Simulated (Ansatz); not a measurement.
Tunnelling through a barrier is set by its complex band structure: the current falls as exp(−2κd) with the smallest κ.

Input:

```
CELL_PARAMETERS angstrom
      4.21822     0.00000     0.00000
      2.10911     3.65309     0.00000
      2.10911     1.21770     3.68669
ATOMIC_POSITIONS crystal
  Ge 0.99331 0.99331 0.02006
  Te 0.52769 0.52769 0.41692
```

The cell was relaxed by PBE-D3(BJ); by r2SCAN it stands under a pressure of -1.0 GPa.

Transport runs along the normal of the first two printed cell vectors, the (001) plane of the conventional cell.

The gap is the functional's own, uncorrected, and κ follows it; spin-orbit coupling is left out. Mid-gap means the computed energy nearest the middle.

Estimate the band gap and the smallest decay constant κ at mid-gap that r2SCAN (Ansatz, an electronic-structure program) returns for this system.

Gap 0.69 eV on a 10×10×10 mesh; κ = 0.063 1/Å, at (0.500, 0.000) of the in-plane reciprocal vectors. At the zone centre the slowest state has κ = 0.30 1/Å.
